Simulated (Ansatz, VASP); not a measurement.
**Al26CoN27 (Co_Al) in two plane-wave programs**

Wanted: the spread between two codes on one cell, functional and k mesh. The cell is taken from a series of runs on this material, whose earlier steps may have relaxed, scaled, displaced or heated it; both programs get it as it stands.

Program: Ansatz 0.2.0. Level of theory: plane waves, with VASP 6.6.1 beside it; single point at r2SCAN. Results are calculated unless marked as measured.

## (1) The starting structure

The cell holds 54 atoms: 26 Al, 27 N and 1 Co. Its edges and angles: a = 9.269 Å, b = 9.269 Å, c = 9.269 Å, α = 60.0°, β = 60.0°, γ = 60.0°. It derives from AlN (AlN (F-43m)). Nearest the centre at fractional (0.333, 0.667, 0.667): Co54 at 0.13 Å, N35 at 2.04 Å, N41 at 2.04 Å, N43 at 2.04 Å, N44 at 2.07 Å, Al7 at 3.06 Å, Al3 at 3.06 Å, Al13 at 3.06 Å. The cell carries charge −2.

As a file:

```xyz
54
Lattice="0.0000 6.5542 6.5542 6.5542 0.0000 6.5542 6.5542 6.5542 0.0000" Properties=species:S:1:pos:R:3 pbc="T T T"
Al   13.0934    6.5499    6.5517
Al    8.7316    2.1910    6.5512
Al   10.8940    4.3841    6.5361
Al    8.7315    6.5495    2.1928
Al    4.3595    8.7315    8.7331
Al    6.5485   10.9205    8.7324
Al   10.8943    6.5341    4.3858
Al    6.5485    8.7308   10.9223
Al    8.7398    4.3868    4.3887
Al   13.0967    8.7443    8.7459
Al    8.7169    4.3850    8.7135
Al   10.9135    6.5588    8.7340
Al    8.7163    8.7122    4.3861
Al    4.3588    4.3664    4.3680
Al    6.5689    6.5578    4.3888
Al   10.9141    8.7322    6.5610
Al    6.5697    4.3878    6.5595
Al   13.0957   10.9136   10.9154
Al    8.7320    6.5499   10.9131
Al   10.9260    8.7440   10.9164
Al    8.7320   10.9113    6.5516
Al    4.3731    6.5495    6.5512
Al    6.5668    8.7115    6.5362
Al   10.9262   10.9147    8.7459
Al    6.5675    6.5349    8.7131
Al    8.7407    8.7314    8.7337
N     1.0890    1.0908    1.0925
N     3.2762    3.2692    1.0956
N     5.4634    5.4572    1.0951
N     3.2761    1.0939    3.2709
N     5.4565    3.2743    3.2759
N     7.6367    5.4546    3.2675
N     5.4635    1.0933    5.4590
N     7.6369    3.2658    5.4564
N     9.9026    5.3692    5.3713
N     1.1014    3.2785    3.2804
N     3.2755    5.4573    3.2835
N     5.4601    7.6367    3.2801
N     3.2754    3.2816    5.4590
N     5.4479    5.4548    5.4564
N     7.5511    7.7209    5.3710
N     5.4604    3.2784    7.6384
N     7.5516    5.3693    7.7233
N     9.9341    7.7522    7.7547
N     1.0905    5.4626    5.4643
N     3.2727    7.6447    5.4631
N     5.4605    9.8325    5.4752
N     3.2728    5.4612    7.6465
N     5.4514    7.6481    7.6498
N     7.6393    9.8357    7.6492
N     5.4606    5.4735    9.8345
N     7.6395    7.6475    9.8377
N     9.8186    9.8323    9.8343
Co    8.8117    6.6302    6.6349
```

## (2) Ansatz: single point, r2SCAN

Ansatz runs on its PAW soft_1 files.

With cell and atoms fixed, the geometry can't cause a difference; cores, projectors, grids and the points listed under the comparison can.

File input.yaml:

```yaml
crystal:
  checkpoint: "../qm2_M2.relax.run"
  host: checkpoint
total_charge: -2
basis:
  ecutwfc: 500
  xc_grid: 2
hamiltonian:
  xc: r2scan
  pseudopotentials: { kind: paw, azcp: { folder: soft_1 } }
kpoints:
  mp_grid: { grid: [2, 2, 2], shift: [0.5, 0.5, 0.5] }
magnetization:
  spin_polarized: true
  initial_magnetization: 2
  spin_locking: { lock_magnetization: hard }
scf:
  occupations: { method: fermi_dirac, width: 0.01 }
  max_iter: 100
output:
  forces: true
  eigenvalues: true
  charged_corrections:
    epsilon: 4.64
    static_epsilon: 8.51
    defect_position: [0.333333, 0.666667, 0.666667]
  eigenstates: { localisation: true }
  populations: true
  efg: {}
checkpoint:
  read: "../qm2_M2.relax.run"
  write: "../qm2_M2.point.run"
  compress: false
  write_wavefunctions: false
  write_every: 100000
```

The run is started by

```console
ansatz run input.yaml --threads 4 --pin off --max-ram 7536MiB --backend cpu --events-out ev --progress --plain --runs-dir out
```

Numbers of over 12 decimals in the logs are rounded to 6 here.

Output:

```text
Warning: This run holds its total moment fixed (magnetization.spin_locking.lock_magnetization: hard) and mixes its density by anderson or broyden (scf.mixing.algorithm, typed or taken by auto). Slabs with a fixed moment have converged under broyden above another state at the same moment, at the default mixing steps and at smaller ones, and under scf.lower_state_search: standard, light or off a state that such a mixer [...]
crystal.checkpoint: the structure is that of <dir>, a `relax` run, at its step 11: its result, under r2scan at a charge of -2 e; 54 atoms read, 1 with a starting moment; crystal.structure_sha256 for this input is
Engine: ansatz 0.2.0, aarch64-unknown-linux-gnu
Pseudopotentials: kind: paw
Pseudopotential: Al, paw, valence charge 3, recommended cutoff 500 eV (meta_gga), soft_1/Al.paw.azcp
Pseudopotential: N, paw, valence charge 5, recommended cutoff 500 eV (meta_gga), soft_1/N.paw.azcp
Pseudopotential: Co, paw, valence charge 17, recommended cutoff 500 eV (meta_gga), soft_1/Co.paw.azcp
Functional definition: r2SCAN
  parameter k0 = 0.174
  parameter k1 = 0.065
  parameter a1 = 4.9479
  exchange = r2scan_x(k0 = k0, k1 = k1, a1 = a1)
  correlation = r2scan_c
Crystal: 54 atoms, lattice volume = 563.102 Å³
Basis set: ecut = 500 eV, 14331 PW (Γ), exchange–correlation on 144×144×144 points (8 copies of the dense FFT grid, shifted against one another)
Bands: 171, of which v1, the nominal top of the filled ones, is band 116 counted from 1 (115 counted from 0)
Symmetry: 1 space group operations
Space group: P1 (ITA 1), of the structure as read, at distance tolerance 8.3e-5 Å
Magnetic group: BNS 1.1 (UNI 1), of the structure as read, at distance tolerance 8.3e-5 Å
k-points: 4 of 8 (time reversal used)
Non-local potential: Al, projectors of the file, l = 0: 2, l = 1: 2, l = 2: 1
Non-local potential: N, projectors of the file, l = 0: 2, l = 1: 2, l = 2: 1
Non-local potential: Co, projectors of the file, l = 0: 3, l = 1: 2, l = 2: 3, l = 3: 1
PAW form: soft (Blöchl's): semilocal exchange-correlation on the pseudo side does not see the compensation charge
PAW frozen core: Al, regenerated for the run's functional (the file was generated under x = pbe(κ = 0.804, μ = 0.219515), c = pbe(β = 0.066725))
PAW frozen core: N, regenerated for the run's functional (the file was generated under x = pbe(κ = 0.804, μ = 0.219515), c = pbe(β = 0.066725))
PAW frozen core: Co, regenerated for the run's functional (the file was generated under x = pbe(κ = 0.804, μ = 0.219515), c = pbe(β = 0.066725))
PAW one-centre angular grid: Al, 302 points (default); XC on 160 Gauss nodes
PAW one-centre angular grid: N, 302 points (default); XC on 160 Gauss nodes
PAW one-centre angular grid: Co, 590 points (default); XC on 160 Gauss nodes
Initial density: read from a saved state, or passed on in memory by an earlier SCF of this step, an earlier step, the calling program or the single point that the run made first
Stability of the state it starts from, as read at its close in the collinear treatment: not read, because the mixer in use, unlike msr1, does not test its closes by its own steps (another_mixer); its run was given moments
Starting moments: Σ|m| = 2 μB on 1 of 54 sites; this step starts from the density that it was given
Initial wavefunctions: pseudopotential atomic-orbital guess — the wavefunctions supplied were not used: k-point sampling differs
Functional: x = r2scan, c = r2scan; τ floored in thin density (d = 2e-4 eV/Å³)
iter 1 solved again at ethr=2.93e-5 eV; its pass at ethr=3.10e-3 eV (dr2=6.79e-2 eV) is discarded
SCF iter   1: F=—  HF=-29634.901850 eV  |F-HF|=—  |Δ(HF+E_count)|=         —  Δρ=2.38e-3 (↑1.80e-3 ↓2.38e-3)  dr2=8.22e-2  dr2_τ=1.51e-3  dr2_m=3.41e-3  M=2.000 μB ∫|m|=2.282 μB  β_m=1.20  ethr=2.93e-5  ⟨swp⟩=10.4  Hψ=9734  notcnv=0  defer=2
preconditioner: auto → Resta (q_TF=auto, 2.353 Å⁻¹)  ε∞=3.8  [insulator: Δε(μ)=0.690 eV  Ē_g=13.898 eV  σ=0.010 eV  W_gap=1.00  n_scr=136 (ndim 8)  ℏωp=23.4 eV  f_vac=0.000  D(μ)=0.00/eV (n_scr^D=0)  ε∞_Penn≈3.8]
spin=Collinear: Resta preconditioning applied to the charge; magnetization (m = ρ↑ − ρ↓) channel mixes plain (no charge-response kernel on spin).
SCF iter   2: F=—  HF=-29634.887174 eV  |F-HF|=—  |Δ(HF+E_count)|=   1.47e-2  Δρ=1.21e-3 (↑1.13e-3 ↓1.21e-3)  dr2=2.26e-2  dr2_τ=1.74e-4  dr2_m=3.01e-4  M=2.000 μB ∫|m|=2.272 μB  β_m=1.20  ethr=2.93e-5  ⟨swp⟩=2.0  Hψ=2684  notcnv=0  defer=100  κ⁻¹=1.0e0(r=1)
[...]
E_corr1          = +2.170906  (monopole, q²α_M/2εL)
  F Makov-Payne    = n/a  (the rows are of the electrons' constant alone; ansatz place-levels tells what screens the charge)
  no potential alignment in this run, which stands beside a crystal: run the host's input off ansatz write-host-input, and read the two finished runs by ansatz place-levels (neither reads a slab, a wire or a sheet, whose cell leaves a vacuum)
--- Band table (eV; the first three rows and the last of 8) ---
  k-point 0 ↑: bands = [... 112 lower, 8.8413, 8.8521, 9.1540, 9.1616, 9.5429, 11.9362, 12.0173, 12.0179, ... 51 higher]
  k-point 1 ↑: bands = [... 112 lower, 8.7010, 8.8531, 9.0571, 9.1533, 9.5633, 11.3043, 12.2234, 12.2390, ... 51 higher]
  k-point 2 ↑: bands = [... 112 lower, 8.6958, 8.8591, 9.0599, 9.1497, 9.5635, 11.3038, 12.2230, 12.2393, ... 51 higher]
  k-point 3 ↓: bands = [... 112 lower, 9.9444, 9.9920, 10.4529, 11.1591, 11.7732, 11.9294, 12.4408, 12.5588, ... 51 higher]
--- Löwdin populations: 54 sites ---
  site symbol       q [e]    m [muB]
     0     Al      1.9104    -0.0026
     1      N      6.0595    -0.0001
     2     Al      1.9106    -0.0033
     3      N      6.0672     0.0003
     4     Al      1.9345     0.0031
     5      N      6.0652     0.0024
     6     Al      1.9107    -0.0032
     7      N      6.0671     0.0003
     8     Al      1.9111    -0.0019
     9      N      6.0651    -0.0005
    10     Al      1.9124    -0.0030
    11      N      6.0664    -0.0004
    12     Al      1.9343     0.0032
    13      N      6.0652     0.0024
    14     Al      1.9123    -0.0030
    15      N      6.0664    -0.0004
    16     Al      1.9324    -0.0104
    17      N      6.1090     0.0324
    18     Al      1.9134    -0.0024
    19      N      6.0678     0.0050
    20     Al      1.9344     0.0031
    21      N      6.0654     0.0024
    22     Al      1.9440     0.0009
    23      N      6.0713     0.0014
[...]
46     Al      1.9345     0.0030
    47      N      6.0652     0.0024
    48     Al      1.9135    -0.0024
    49      N      6.0677     0.0050
    50     Al      1.9345     0.0031
    51      N      6.0654     0.0024
    52     Al      1.9442     0.0008
    53      N      6.0713     0.0013
  spilling = 0.008499 (of n_electrons = 232.000000)
```

## (3) VASP: single point, r2SCAN

The same cell, functional, mesh and smearing now go to VASP, with its own data sets.

Lines of VASP's logs that name or quote its potential files are left out, and so is its time.

File INCAR:

```
SYSTEM = Al26CoN27
PREC = Accurate
ENCUT = 580
EDIFF = 1E-06
NELM = 200
ISMEAR = -1
SIGMA = 0.01
LREAL = Auto
ALGO = Normal
METAGGA = R2SCAN
LASPH = .TRUE.
NELECT = 224
NBANDS = 152
ISPIN = 2
MAGMOM = -0 -0 0 -0 -0 -0 0 -0 -0 -0 0 0 0 -0 -0 0 -0 -0 -0 -0 -0 -0 0 -0 0 0 -0 0 0 0 0 0 0 0 0.02 0 0 0 0 0 0.02 0 0.02 0.03 0 -0 0 -0 0 0 0 0 0 1.67
LMAXMIX = 4
LORBIT = 11
LWAVE = .FALSE.
LCHARG = .FALSE.
ISIF = 2
ISYM = 0
NUPDOWN = 2
GGA_COMPAT = .FALSE.
LMIXTAU = .TRUE.
KPAR = 4
```

File POSCAR:

```
Al26CoN27
1.0
    0.0000000000      6.5541898631      6.5541898631
    6.5541898631      0.0000000000      6.5541898631
    6.5541898631      6.5541898631      0.0000000000
Al N Co
26 27 1
Direct
    0.0006265942      0.9989895206      0.9987193639
    0.0008113927      0.9987383702      0.3334759422
    0.0019951613      0.9952386393      0.6669030326
    0.0008192341      0.3337446046      0.9984639430
    0.9997474129      0.3327037140      0.3324475205
    0.9997009779      0.3326417805      0.6664883199
    0.0019596010      0.6672046801      0.9949807929
    0.9997075703      0.6667478988      0.3323914305
    0.0027229193      0.6668771369      0.6665918140
    0.3351718243      0.9992305040      0.9989816780
    0.3342655921      0.9951959449      0.3347774184
    0.3340827706      0.9985006736      0.6666223233
    0.3342820126      0.3349186137      0.9949687567
    0.3337980737      0.3326498912      0.3323944992
    0.3339650523      0.3356473487      0.6665932908
    0.3340701758      0.6669677297      0.9982437287
    0.3339460159      0.6668598031      0.3355135838
    0.6662360418      0.9991652630      0.9988983404
    0.6660596624      0.9989944226      0.3332890264
    0.6663249663      0.9992430190      0.6677823251
    0.6660552779      0.3335546376      0.9987219683
    0.6658074006      0.3337365150      0.3334797576
    0.6622489304      0.3350090979      0.6669073537
    0.6663144668      0.6680819544      0.9989812234
    0.6622068909      0.6671916096      0.3348449648
    0.6655626955      0.6669781760      0.6666252460
    0.0834749313      0.0832053603      0.0829489453
    0.0830526626      0.0841134841      0.4157428722
    0.0830693326      0.0840163278      0.7495647971
    0.0830567351      0.4160001320      0.0838421290
    0.0834376939      0.4163832017      0.4161341570
    0.0828010879      0.4157336664      0.7494316930
    0.0830636810      0.7498413411      0.0837505011
    0.0827927457      0.7497092658      0.4154812533
    0.0639111009      0.7556030201      0.7552830102
    0.4163371280      0.0841604437      0.0838786491
    0.4169385696      0.0840432648      0.4157076494
    0.4162757634      0.0841833351      0.7488833061
    0.4169191238      0.4159801837      0.0837621001
    0.4167735988      0.4157290543      0.4154849086
    0.4226870913      0.3967924364      0.7553166003
    0.4162592965      0.7491703858      0.0839443785
    0.4227072711      0.7556637588      0.3965166167
    0.4251325220      0.7580326233      0.7576577471
    0.7503949132      0.0833226104      0.0830609082
    0.7502946775      0.0832277282      0.4160956144
    0.7512158554      0.0841514231      0.7489724031
    0.7502777830      0.4163861966      0.0829568537
    0.7511649489      0.4159914173      0.4157449466
    0.7510897653      0.4159810277      0.7495813329
    0.7512286471      0.7492573113      0.0838874092
    0.7511058336      0.7498791023      0.4157060325
    0.7512767893      0.7491810440      0.7488797912
    0.3397390239      0.6725804697      0.6718601526
```

File KPOINTS:

```
Points of the shifted mesh
8
Reciprocal
 0.2500000000  0.2500000000  0.2500000000 1
 0.2500000000  0.2500000000  0.7500000000 1
 0.2500000000  0.7500000000  0.2500000000 1
 0.2500000000  0.7500000000  0.7500000000 1
 0.7500000000  0.2500000000  0.2500000000 1
 0.7500000000  0.2500000000  0.7500000000 1
 0.7500000000  0.7500000000  0.2500000000 1
 0.7500000000  0.7500000000  0.7500000000 1
```

Potentials, in the order of the species: Al, N and Co (PBE family, release 64).

The run is started by

```console
mpirun -np 8 vasp_std
```

Output:

```text
[banner, memory and clock lines left out]
running    8 mpi-ranks, on    1 nodes
[...]
|                                                                             |
|           W    W    AA    RRRRR   N    N  II  N    N   GGGG   !!!           |
|           W    W   A  A   R    R  NN   N  II  NN   N  G    G  !!!           |
|           W    W  A    A  R    R  N N  N  II  N N  N  G       !!!           |
|           W WW W  AAAAAA  RRRRR   N  N N  II  N  N N  G  GGG   !            |
|           WW  WW  A    A  R   R   N   NN  II  N   NN  G    G                |
|           W    W  A    A  R    R  N    N  II  N    N   GGGG   !!!           |
|                                                                             |
|     For optimal performance we recommend to set                             |
|       NCORE = 2 up to number-of-cores-per-socket                            |
|     NCORE specifies how many cores store one orbital (NPAR=cpu/NCORE).      |
|     This setting can greatly improve the performance of VASP for DFT.       |
[...]
DAV:   5    -0.627428774742E+03   -0.16443E+00   -0.16370E+00  6176   0.363E+00BRMIX: very serious problems
 the old and the new charge density differ
 old charge density:   222.00000 new  224.00000
BRMIX: very serious problems
 the old and the new charge density differ
 old charge density:   222.00000 new  224.00000
BRMIX: very serious problems
 the old and the new charge density differ
 old charge density:   222.00000 new  224.00000
BRMIX: very serious problems
 the old and the new charge density differ
 old charge density:   222.00000 new  224.00000
    0.554E+01
DAV:   6    -0.569319414077E+03    0.58109E+02   -0.38887E+02  6824   0.754E+01    0.110E+02
DAV:   7    -0.525878867202E+03    0.43441E+02   -0.10968E+02  6832   0.680E+01    0.343E+01
DAV:   8    -0.507264307114E+03    0.18615E+02   -0.55642E+01  7040   0.913E+01    0.323E+01
DAV:   9    -0.502585740896E+03    0.46786E+01   -0.27256E+01  6800   0.206E+01    0.134E+01
[...]
DAV:  28    -0.502594886896E+03   -0.50494E-05   -0.66934E-05  6736   0.245E-02    0.959E-03
DAV:  29    -0.502594888268E+03   -0.13716E-05   -0.15880E-05  4896   0.120E-02    0.588E-03
DAV:  30    -0.502594888777E+03   -0.50960E-06   -0.67878E-06  4008   0.800E-03
   1 F= -.50259489E+03 E0= -.50259489E+03  d E =-.489448E-11  mag=     2.0000
```

Parts of OUTCAR (step 3):

```text
  FREE ENERGIE OF THE ION-ELECTRON SYSTEM (eV)
  ---------------------------------------------------
  free  energy   TOTEN  =      -502.5948887772 eV

  energy  without entropy=     -502.5948887772  energy(sigma->0) =     -502.59488878

 magnetization (x)
# of ion       s       p       d       tot
------------------------------------------
    1       -0.000  -0.000   0.000  -0.000
    2       -0.000  -0.001   0.000  -0.001
    3       -0.000  -0.000   0.000  -0.001
    4       -0.000  -0.001   0.000  -0.001
    5       -0.000  -0.001   0.000  -0.001
    6       -0.000  -0.000   0.000  -0.000
    7       -0.000  -0.000   0.000  -0.001
    8       -0.000  -0.000   0.000  -0.000
    9        0.000  -0.001   0.000  -0.001
   10       -0.000  -0.000   0.000  -0.001
   11       -0.000  -0.000   0.000  -0.001
   12        0.001   0.000   0.000   0.001
   13       -0.000  -0.000   0.000  -0.001
[...]
--------------------------------------------------
tot          0.026   0.139   1.776   1.941
```

The cell holds one magnetic atom, so no antiferromagnetic order fits into it. The cell is charged against a uniform background.

The run ends at a pressure of 6.93 GPa, with forces up to 0.31 eV/Å.

## (4) Side by side

Known differences besides the potentials themselves: VASP starts from the moments at which Ansatz ended; VASP keeps PBE cores, Ansatz makes them for the functional; the cutoff is 500 eV in Ansatz and 580 eV in VASP (PREC = Accurate, projectors in real space); site moments are counted in spheres of each program's own size. Total energies have different zeros and are not compared.

Both answers:

| quantity | Ansatz | VASP | difference |
| --- | --- | --- | --- |
| total moment, fixed by the input (μB) | 2.00 | 2.00 | 0.00 |
| moment on Co54 (μB) | 1.67 | 1.85 | -0.18 |

Forces on 7 of the 54 atoms, those with the largest forces and the largest differences (eV/Å; atoms numbered as in POSCAR):

```csv
atom,"Ansatz x, y, z","VASP x, y, z"
Al12,"0.099, -0.002, 0.084","0.107, 0.000, 0.083"
Al26,"-0.002, 0.100, 0.089","0.002, 0.107, 0.097"
N35,"-0.022, 0.120, 0.110","-0.015, 0.118, 0.107"
N41,"0.121, -0.026, 0.107","0.117, -0.019, 0.104"
N43,"0.104, 0.100, -0.025","0.100, 0.097, -0.019"
N44,"-0.082, -0.085, -0.101","-0.068, -0.070, -0.085"
Co54,"-0.150, -0.154, -0.181","-0.171, -0.172, -0.200"
```

The forces differ by 5.1 meV/Å r.m.s., which is 8.9 % of the r.m.s. force of 0.057 eV/Å (both taken over all components). The cell carries a charge of -2 e against a uniform background, so its pressure also hangs on how the neutralising background is counted, and in a defect's cell a gap may be the spacing between its levels.

## (5) What came out

| Quantity | Value |
| --- | --- |
| r.m.s. force difference (single point, r2SCAN) | 5.1 meV/Å |

What this shows: The r.m.s. force difference is 5.1 meV/Å (single point, r2SCAN), within the 12 meV/Å picked in this series as the mark of a large difference. The data sets hold unlike numbers of valence electrons (232 in Ansatz and 224 in VASP), so part of the differences comes from the potentials. Such differences can come from data sets, numerical settings and the points named under the comparisons, not from the functional's error against experiment.

[Lines on the potential files, build, host, timing and source positions are cut from VASP's logs without a mark.]

[Logs are printed without paths, hosts, clocks, repeated set-up lines and the standing remarks that a program may print on its own settings, such as how far it seeks lower states.]

[Hosts, paths, dates, database ids (printed as entryN), source tags and the programs' standing remarks are cut or masked in the printed files.]
